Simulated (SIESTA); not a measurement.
C:

```
C
1.0
     2.52210    0.00000    0.00000
    -1.26105    2.18420    0.00000
     0.00000    0.00000   12.35570
C
12
Direct
  0.66667 0.33333 0.35417
  0.33333 0.66667 0.85417
  0.66667 0.33333 0.14583
  0.33333 0.66667 0.64583
  0.66667 0.33333 0.47917
  0.33333 0.66667 0.97917
  0.66667 0.33333 0.02083
  0.33333 0.66667 0.52083
  0.00000 0.00000 0.81250
  0.00000 0.00000 0.31250
  0.00000 0.00000 0.68750
  0.00000 0.00000 0.18750
```

This is a hexagonal form of diamond, not graphite.

Base run:

| Property | Result |
| --- | --- |
| Program | SIESTA 5.4.2 |
| Functional | vdW-DF-cx |
| Potentials or basis | PseudoDojo 0.4 standard (PBE files) |
| Basis | DZP (energy shift 0.002 Ry) |
| Grid cutoff | 500 Ry |
| Energy shift | 0.002 Ry |
| k mesh | 12 × 12 × 3 |
| Occupations | fermi-dirac, width 0.05 eV |
| Spin | no spin polarisation |

Its results: band gap on the k mesh 4.47 eV, indirect (least direct gap 5.36 eV); pressure 8.1 GPa; largest force 0.335 eV/Å.

**Question.** The run is repeated on the same cell with these changes: functional from vdW-DF-cx to BP86. What comes out?

**Answer.** Band gap on the k mesh 4.58 eV, indirect (least direct gap 5.43 eV); pressure 13.9 GPa; largest force 0.342 eV/Å.

Caveats: the potentials were made for another functional, which shifts forces and pressure; the basis of atomic orbitals isn't converged, which shifts pressures, moduli and gaps.

Not every run made on this cell is shown here.
